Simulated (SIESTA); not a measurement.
Runs of SIESTA 5.4.2 on Hf. It takes space group P6_3/mmc (No. 194, hexagonal). The conventional cell has a = 3.197 Å, b = 3.197 Å, c = 5.058 Å, α = 90.00°, β = 90.00°, γ = 120.00°. Hf (site symmetry -6m2) has 12 Hf at 3.13 to 3.20 Å as nearest neighbours. 

| task | potentials or basis | spin | cell | k mesh | gap on the mesh (eV) | pressure (GPa) |
| --- | --- | --- | --- | --- | --- | --- |
| band structure | PseudoDojo 0.4 standard (PBEsol files, fully relativistic), DZP (energy shift 0.003 Ry; two zetas on semicore shells) | non-collinear, zero start, SOC | as given | 8 × 8 × 4 | none | -6.6 |
| single point | PseudoDojo 0.4 standard (PBEsol files), DZP (energy shift 0.003 Ry; two zetas on semicore shells) | off | atoms moved at random, drawn with an rms of 0.05 Å | 10 × 10 × 5 | none | -3.5 |
| band structure | PseudoDojo 0.4 standard (PBEsol files), DZP (energy shift 0.003 Ry; two zetas on semicore shells) | off | as given | 8 × 8 × 4 | none | (a) |
| single point | PseudoDojo 0.4 standard (PBEsol files), DZP (energy shift 0.003 Ry; two zetas on semicore shells) | off | as given | 10 × 10 × 5 | none | -3.5 |

Alike in all rows: level PBEsol; smearing fermi-dirac 0.05 eV; grid cutoff 800 Ry; energy shift 0.003 Ry.

Problem. Estimate the missing entries.

Solution. (a) -3.6.

Caveats: short orbitals over semicore shells can move pressures by several GPa; the basis of atomic orbitals isn't converged, which shifts pressures, moduli and gaps; spin-orbit coupling is left out, which moves the levels of the heavy elements (some runs).

A k mesh can miss the band edges, and rows without SOC leave out spin-orbit coupling on Hf.

A gap of «none» marks a metal or a gap under the smearing width.

Runs at the PBE level aren't shown here.
